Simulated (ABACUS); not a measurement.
Runs of ABACUS 3.10.1 on MgO. Symmetry: Fm-3m, No. 225, cubic system. The conventional cell has a = 4.194 Å, b = 4.194 Å, c = 4.194 Å, α = 90.00°, β = 90.00°, γ = 90.00°. Mg (site symmetry m-3m) has 6 O at 2.10 Å as nearest neighbours. Around O (site symmetry m-3m) lie 6 Mg at 2.10 Å. The cell is a database's computed one.

```tsv
task	level	potentials or basis	cell	k mesh	cutoff (eV)	SCF threshold on the density	eigensolver	symmetry key	max steps of the relaxation	force threshold	gap on the mesh (eV)	pressure (GPa)
single point	LDA	PseudoDojo NC SR 0.4.1 LDA standard, DZP LCAO (the cutoffs set its grid)	as given	10 × 10 × 10	1361	1e-07	genelpa	1	-	-	(b)	-2.9
relaxation of cell and atoms	r2SCAN	SG15 ONCV 1.2 PBE, plane waves	relaxed	7 × 7 × 7	1320	1e-08	dav	1	60	0.005 eV/Å	5.59	0.0
single point	rSCAN	SG15 ONCV 1.2 PBE, plane waves	as given	7 × 7 × 7	1320	1e-08	dav	1	-	-	5.64	0.5
single point	SOGGA	PseudoDojo NC SR 0.4.1 PBE standard, plane waves	as given	9 × 9 × 9	1143	1e-08	dav	1	-	-	(a)	2.1
single point	r2SCAN	SG15 ONCV 1.2 PBE, plane waves	as given	7 × 7 × 7	1320	1e-08	dav	1	-	-	5.67	1.4
```

Alike in all rows: no spin polarisation; smearing fermi-dirac 0.05 eV.

Problem. Fill in the values left out.

Solution. (a) 4.65; (b) 4.78.

Caveats: the potentials were made for another functional, which shifts forces and pressure (some runs); the atomic orbitals were generated for these runs and aren't a published set (some runs); the basis of atomic orbitals isn't converged, which shifts pressures, moduli and gaps (some runs).

